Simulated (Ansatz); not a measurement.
**SrO (zincblende): zone-centre phonons and dielectric response**

Perturbation theory with PBEsol in Ansatz 0.2.0 on the PBEsol cell, ground state and force constants on a 6×6×6 mesh. No spin polarisation and no zero-point or thermal motion; the cell was built from a prototype and may be hypothetical.

The symmetry is F-43m (No. 216, cubic); conventional cell a = 5.539 Å, 21.24 Å³ an atom. Sr has 4 O at 2.40 Å; O has 4 Sr at 2.40 Å.

```
Sr O
1.0
     0.00000    2.76931    2.76931
     2.76931    0.00000    2.76931
     2.76931    2.76931    0.00000
Sr O
1 1
Direct
  0.00000 0.00000 0.00000
  0.25000 0.25000 0.25000
```

Optical modes without the longitudinal term:

| ω (cm⁻¹) | degeneracy | IR intensity, summed over the level ((D/Å)²/amu) |
| --- | --- | --- |
| 326 | 3 | 23.19 |

The optical mode at Γ lies at 326 cm⁻¹ without the longitudinal term. With the long-range field the highest mode reaches 468 cm⁻¹.

ε∞: 3.43 in all directions. With the ions relaxed, ε⁰ is 7.1 in all directions. Born charges, averaged over directions: Sr +2.13, O -2.13 e.

With one polar mode in a cubic crystal the Lyddane-Sachs-Teller relation applies: (ω_LO/ω_TO)² = (468.4/325.8)² = 2.067, and ε⁰/ε∞ = 7.086/3.428 = 2.067. The refractive index √ε∞ is 1.85.

For comparison, on the r2SCAN cell the mean ε∞ is 3.15 with r2SCAN (ground state on 6×6×6; least gap 2.89 eV in its run on 8×8×8 and the special points), 3.35 with PBE (ground state on 6×6×6; least gap 2.52 eV in its run on 8×8×8 and the special points).

Spin-orbit coupling is left out.
